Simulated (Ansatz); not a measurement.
Runs of Ansatz 0.2.0 on Ta. Symmetry: Im-3m, No. 229, cubic system. Conventional cell: a = 3.303 Å, b = 3.303 Å, c = 3.303 Å, α = 90.00°, β = 90.00°, γ = 90.00°. Ta (site symmetry m-3m) has 8 Ta at 2.86 Å as nearest neighbours. 

```csv
task,level,spin,cell,k mesh,cutoff (eV),smearing,points for each segment of the path,mesh quality,gap on the mesh (eV),pressure (GPa),relaxed volume (Å³/atom)
single point,r2SCANh,off,as given,6 × 6 × 6,500,fermi-dirac 0.05 eV,-,coarse,none,(c),-
relaxation of cell and atoms,HSEsol,off,relaxed,6 × 6 × 6,420,fermi-dirac 0.05 eV,-,coarse,none,0.0,18.02
single point,PBE,off,as given,11 × 11 × 11,420,gaussian 0.014 eV,-,not flagged,none,2.1,-
single point,PBE,off,as given,11 × 11 × 11,420,gaussian 0.023 eV,-,not flagged,none,2.1,-
single point,PBE,off,as given,11 × 11 × 11,420,gaussian 0.05 eV,-,not flagged,none,2.2,-
relaxation of cell and atoms,PBE+D3(BJ),off,relaxed,11 × 11 × 11,420,fermi-dirac 0.05 eV,-,not flagged,-,0.0,17.70
band structure,HSE03,off,as given,6 × 6 × 6,420,fermi-dirac 0.05 eV,4,coarse,none,4.6,-
single point,PBE0,off,as given,6 × 6 × 6,420,fermi-dirac 0.05 eV,-,coarse,none,(b),-
band structure,LDA,"SOC, no magnetisation",as given,8 × 8 × 8,420,fermi-dirac 0.05 eV,14,not flagged,none,-10.7,-
band structure,BLYP,off,as given,11 × 11 × 11,420,fermi-dirac 0.05 eV,14,not flagged,none,8.8,-
single point,HF,off,as given,6 × 6 × 6,420,fermi-dirac 0.05 eV,-,coarse,none,(a),-
relaxation of cell and atoms,BLYP,off,relaxed,11 × 11 × 11,420,fermi-dirac 0.05 eV,-,not flagged,none,0.0,18.82
```

Alike in all rows: potentials or basis Ansatz PAW.

Q: Fill in the values left out.

A: (a) 17.4; (b) 4.8; (c) 3.9.

Caveats: some runs use coarse meshes; the PAW data sets come from PBE, with cores solved anew for the run's functional, which leaves a small shift of forces and pressure (some runs); the thresholds are loose for stress (some runs); the plane-wave basis is chosen anew once the cell has moved, so the energies of steps on either side of that aren't comparable (some runs); spin-orbit coupling is left out, which moves the levels of the heavy elements (some runs); so large a pressure means that the cell lies far from this level's equilibrium, or that cutoff or potentials fall short (some runs).

A k mesh can miss the band edges, and rows without SOC leave out spin-orbit coupling on Ta.

A gap of «none» marks a metal or a gap under the smearing width.
